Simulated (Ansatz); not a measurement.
A run of Ansatz 0.2.0 is set up as follows.

The input input.yaml:

```yaml
crystal:
  lattice:
    - [0.0, 2.702, 2.702]
    - [2.702, 0.0, 2.702]
    - [2.702, 2.702, 0.0]
  atoms:
    - { symbol: Zn, position: [0.75, 0.75, 0.75] }
    - { symbol: S, position: [0.0, 0.0, 0.0] }
kpoints:
  mp_grid: { grid: [9, 9, 9] }
  band_path:
    path:
      - [0.0, 0.0, 0.0]
      - [0.5, 0.0, 0.5]
      - [0.5, 0.25, 0.75]
      - [0.375, 0.375, 0.75]
      - [0.0, 0.0, 0.0]
      - [0.5, 0.5, 0.5]
      - [0.625, 0.25, 0.625]
      - [0.5, 0.25, 0.75]
    npoints: 12
scf:
  occupations: { method: gaussian, width: 0.01 }
hamiltonian:
  xc: pbesol
  pseudopotentials: { kind: all_electron, lapw: { basis_error: 0.001 } }
output:
  forces: true
  stress: true
  eigenvalues: true
```

Potentials or basis: all-electron LAPW, scalar-relativistic.

Command:

```console
$ ansatz run input.yaml --threads 1 --pin off --max-ram 3072MiB --backend cpu --events-out ev --progress --plain --runs-dir out
```

Question: What does it give for the band gap along the path?

Answer: 1.98 eV, direct.

Question: Estimate the pressure.

Answer: -2.0 GPa.

Levels at the corners of the path, in eV from the valence-band top:
```csv
point,band 15,band 16,band 17,band 18,band 19,band 20
Γ,0.00,0.00,0.00,1.98,6.28,6.28
X,-4.60,-2.25,-2.25,3.23,3.96,10.81
W,-4.63,-2.80,-2.76,5.55,5.98,7.73
K,-4.67,-3.16,-1.83,3.98,5.86,9.21
Γ,0.00,0.00,0.00,1.98,6.28,6.28
L,-5.36,-0.88,-0.88,3.19,6.80,6.80
U,-4.67,-3.16,-1.83,3.98,5.86,9.21
W,-4.63,-2.80,-2.76,5.55,5.98,7.73
```

**Experimental background.**

From “Electronic, vibrational, and thermodynamic properties of ZnS (zincblende and rocksalt structure)”, 2009, arxiv:0911.5022, for a bulk crystal of ZnS at 19 K: band gap 3.85 eV (direct).

A measured gap of ZnS is 3.85 eV (direct; 19 K; quoted in “Electronic, vibrational, and thermodynamic properties of ZnS (zincblende and rocksalt structure)”, 2009, arxiv:0911.5022); the calculated 1.98 eV misses it by -1.87 eV. The value is that of PBEsol, without temperature or zero-point motion. Semilocal functionals fall short of measured gaps as a rule.
